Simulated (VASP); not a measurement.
# How uniaxial stress along [001] changes CdS (F-43m)

Strain engineering needs slopes: what does uniaxial stress along [001] do to the lattice and the band edges of CdS?

Method: LDA; plane waves and PAW (Cd, S); cell typed or built by script, in the first sound run; inputs show where later runs differ, in VASP 6.6.1.

Report form: the programs' logs are mostly left out.

## 1. Set-up

The structure is cubic, space group F-43m (No. 216). The conventional cell has a = 5.820 Å, b = 5.820 Å, c = 5.820 Å, α = 90.00°, β = 90.00°, γ = 90.00°. Nearest to Cd lie 4 S at 2.52 Å. Nearest to S lie 4 Cd at 2.52 Å. Farther neighbours and most contacts between anions are not listed.

## 2. Relax the crystal, LDA

The series starts from the cell that this level prefers, so that zero strain is near zero stress.

This step took 2 runs in a row; the last is shown.

Level: LDA; plane waves and PAW (Cd, S); cell typed or built by script.

INCAR

```
SYSTEM = CdS
PREC = Accurate
ENCUT = 450
EDIFF = 1E-07
NELM = 120
ISMEAR = 0
SIGMA = 0.02
LREAL = .FALSE.
ALGO = Normal
GGA = CA
NBANDS = 15
LASPH = .TRUE.
LORBIT = 11
LWAVE = .FALSE.
LCHARG = .FALSE.
KPAR = 16
IBRION = 2
NSW = 40
ISIF = 3
EDIFFG = -0.005
POTIM = 0.4
```

POSCAR

```
CdS
1.0
    0.0000000000      2.8843989596      2.8843989596
    2.8843989596      0.0000000000      2.8843989596
    2.8843989596      2.8843989596      0.0000000000
Cd S
1 1
Direct
    0.0000000000      0.0000000000      0.0000000000
    0.2500000000      0.2500000000      0.2500000000
```

KPOINTS

```
Automatic mesh
0
Gamma
9 9 9
0 0 0
```

PAW data sets: Cd and S (LDA family, release 64).

Launch:

```sh
$ mpirun -np 16 vasp_std
```

Run time: 3.8 s. Hardware: 16 MPI ranks of Intel Xeon 6975P-C (Granite Rapids), shared host; peak memory 2.6 GiB; 34 s of CPU time.

This run gave:

```
energy(sigma→0) of the program : -7.4068 eV
stress, compression positive   : xx, yy, zz 0.01, 0.01, 0.01 GPa
volume                         : 47.966 Å³
ionic steps                    : 2
```

## 3. Strain across the axis, LDA

One member in full: the axis is strained by 1 %, and the two directions across it are strained alike until their mean stress is under 0.012 GPa or five steps are spent.

This step took 3 runs, each at a new trial strain with the atoms of the one before; the last is shown.

Level: LDA; plane waves and PAW (Cd, S); cell typed or built by script.

Changes to INCAR since step 2:

```diff
@@ -15,7 +15,7 @@
 LCHARG = .FALSE.
-KPAR = 16
-IBRION = 2
-NSW = 40
-ISIF = 3
-EDIFFG = -0.005
-POTIM = 0.4
+KPAR = 4
+IBRION = 1
+NSW = 25
+ISIF = 2
+EDIFFG = -0.004
+POTIM = 0.3
```

POSCAR

```
CdS
1.0
    0.0000000000      2.8716008950      2.9126464560
    2.8716008950      0.0000000000      2.9126464560
    2.8716008950      2.8716008950      0.0000000000
Cd S
1 1
Direct
    0.0000000000      0.0000000000      0.0000000000
    0.2500000000      0.2500000000      0.2500000000
```

KPOINTS is that of step 2.

Launch:

```sh
$ mpirun -np 4 vasp_std
```

Run time: 6.4 s. Hardware: 4 MPI ranks; peak memory 0.62 GiB.

This run gave:

```
energy(sigma→0) of the program : -7.4064 eV
stress, compression positive   : xx, yy, zz 0.00, 0.00, -0.30 GPa
ionic steps                    : 1
```

## 4. Band edges, HSE06

Short lines in KPOINTS_OPT sample the zone centre along and across the axis, for masses, and the other valleys.

Level: HSE06; plane waves and PAW (Cd, S); cell typed or built by script.

INCAR

```
SYSTEM = CdS
PREC = Accurate
ENCUT = 450
EDIFF = 1E-06
NELM = 100
ISMEAR = 0
SIGMA = 0.02
LREAL = .FALSE.
ALGO = Normal
LHFCALC = .TRUE.
AEXX = 0.25
GGA = PE
HFSCREEN = 0.2
LASPH = .TRUE.
NBANDS = 14
PRECFOCK = Fast
LWAVE = .FALSE.
LCHARG = .FALSE.
KPAR = 4
```

POSCAR is that of step 3.

KPOINTS

```
Automatic mesh
0
Gamma
5 5 5
0 0 0
```

KPOINTS_OPT

```
Line mode
6
Line-mode
Reciprocal
  0.00000000   0.00000000   0.00000000
  0.02317810   0.02317810   0.00000000

  0.00000000   0.00000000   0.00000000
  0.00000000  -0.02285147  -0.02285147

  0.31000000   0.31000000   0.00000000
  0.50000000   0.50000000   0.00000000

  0.00000000   0.31000000   0.31000000
  0.00000000   0.50000000   0.50000000

  0.45000000   0.45000000   0.45000000
  0.50000000   0.50000000   0.50000000

  0.45000000   0.00000000   0.00000000
  0.50000000   0.00000000   0.00000000

  0.42500000   0.42500000   0.00000000
  0.42500000   0.44785147   0.02285147

  0.50000000   0.50000000   0.50000000
  0.48384157   0.51615843   0.50000000
```

Launch:

```sh
$ mpirun -np 4 vasp_std
```

Run time: 3 min. Hardware: 4 MPI ranks; peak memory 1.1 GiB.

Numbers from this step:

```
energy(sigma→0) of the program : -7.6174 eV
```

## 5. All members

Hybrid runs start from orbitals of a short LDA run, not shown.

Runs beyond LDA use the data sets made with LDA; this shifts their levels slightly, and their total energies have another zero.

The other members went through these steps as far as the tables show, with the same cutoff and, step by step, the same mesh; 42 runs are not shown. The session took 2.1 core hours (wall time by ranks) on a shared machine.

| strain along the axis (%) | strain across the axis (%) | stress along the axis, tension positive (GPa) | energy above the unstrained row (meV/atom) | gap on the mesh, LDA (eV) |
| --- | --- | --- | --- | --- |
| -2.000 | 0.872 | -0.533 | 0.908 | 0.913 |
| -1.500 | 0.653 | -0.408 | 0.523 | 0.925 |
| -1.000 | 0.437 | -0.277 | 0.250 | 0.938 |
| -0.500 | 0.220 | -0.142 | 0.069 | 0.951 |
| 0 | 0.000 | -0.007 | 0.000 | 0.965 |
| 0.500 | -0.209 | 0.145 | 0.028 | 0.956 |
| 1.000 | -0.423 | 0.298 | 0.183 | 0.946 |
| 1.500 | -0.637 | 0.455 | 0.442 | 0.936 |
| 2.000 | -0.848 | 0.617 | 0.822 | 0.927 |

Slopes at zero strain, from cubics through all rows: strain ratio -0.430, stress over strain 29 GPa.

Band edges at HSE06, counted from the valence-band top at Γ, with one row partly withheld:

| strain along the axis (%) | gap (eV) | conduction band at Γ (eV) | Δ or X valley along z (eV) | Δ or X valley along x (eV) | lowest conduction level at L, [111] (eV) | lowest conduction level at L, [-111] (eV) | second valence level below the top (eV) | third valence level below the top (eV) |
| --- | --- | --- | --- | --- | --- | --- | --- | --- |
| -2.000 | 2.225 | 2.225 | 4.275 | 4.389 | 4.126 | 4.126 | 0.086 | 0.086 |
| -1.500 | 2.237 | 2.237 | 4.307 | 4.393 | 4.142 | 4.142 | 0.065 | 0.065 |
| -1.000 | ? | ? | 4.340 | 4.398 | 4.157 | 4.157 | 0.044 | 0.044 |
| -0.500 | 2.262 | 2.263 | 4.374 | 4.403 | 4.172 | 4.172 | 0.022 | 0.022 |
| 0 | 2.276 | 2.276 | 4.410 | 4.410 | 4.186 | 4.186 | 0.000 | 0.000 |
| 0.500 | 2.266 | 2.267 | 4.423 | 4.394 | 4.177 | 4.177 | 0.000 | 0.022 |
| 1.000 | 2.256 | 2.257 | 4.436 | 4.378 | 4.167 | 4.167 | 0.000 | 0.046 |
| 1.500 | 2.247 | 2.247 | 4.450 | 4.363 | 4.155 | 4.155 | 0.000 | 0.069 |
| 2.000 | 2.236 | 2.237 | 4.465 | 4.347 | 4.143 | 4.143 | 0.000 | 0.094 |

Conduction masses, in electron masses:

```csv
strain along the axis (%),"conduction mass at Γ, along the strain axis or the normal of the plane","conduction mass at Γ, across the strain axis or in the plane"
-2.000,0.171,0.172
-1.500,0.171,0.172
-1.000,0.171,0.171
-0.500,0.171,0.171
0,0.172,0.172
0.500,0.171,0.170
1.000,0.171,0.171
1.500,0.171,0.170
2.000,0.171,0.170
```

## 6. A fit to the known rows

The quantity to fit is the conduction level at Γ above the mean of the three top valence levels at HSE06: 2.282, 2.281, 2.277, 2.276, 2.274, 2.272, 2.270, 2.268 eV in the rows shown.

A least-squares parabola through the 8 rows shown, with e the strain in %: E = − 1.97e-4 e² − 0.003476 e + 2.276 (eV), r.m.s. residual 9.8e-5 eV.

At e = -1 this predicts 2.2792 eV.

## 7. The withheld row

The calculation gives 2.2790 eV, so the prediction is 0.0002 eV too high.

## 8. What came out

```
Poisson ratio                                                                                           : 0.430
Young's modulus along the axis                                                                          : 29 GPa
gap of the unstrained cell, HSE06                                                                       : 2.28 eV
slope at zero strain of the conduction level at Γ above the mean of the three top valence levels, HSE06 : -3 meV per %
error of the predicted row                                                                              : 0.2 meV
valence shear potential |b|, HSE06                                                                      : 1.05 eV
```

What this shows: As a check, the curvature of the energy gives 29 GPa for the same modulus (energy per volume = E/2 × strain²), 0 % from the slope of the stress. At HSE06 the lowest conduction valley is Γ throughout, and the gap runs between 2.22 and 2.28 eV. Without spin-orbit coupling the three valence levels split by 3|b| times the difference of the strains; the rows within 1 % give |b| = 1.05 eV. Hole masses are left out throughout, since the top bands are degenerate or cross in many series; of conduction masses, those of the Γ, L and (for Si and Ge under (001) strain) Δ valleys are kept where they change by under an eighth between rows. HSE06 ran on a coarser mesh than the semilocal levels. Spin-orbit coupling is left out at HSE06, so the valence splittings there lack it. Δ or X levels are the lowest on their line, refined by a parabola unless they lie at X; the gap is read from all points sampled and can differ from the lowest valley by some meV, or by tens of meV where strain moves the valence top off Γ. Temperature, zero-point motion and excitons are left out.

[Lines on the potential files, build, host, timing and source positions are cut from VASP's logs without a mark.]

[Logs are printed without paths, hosts, clocks, repeated set-up lines and the standing remarks that a program may print on its own settings, such as how far it seeks lower states.]

[Hosts, paths, dates, database ids (printed as entryN), source tags and the programs' standing remarks are cut or masked in the printed files.]

[In band tables of VASP the shares of atoms and orbitals are scaled to a sum of 1 inside the atoms' spheres.]
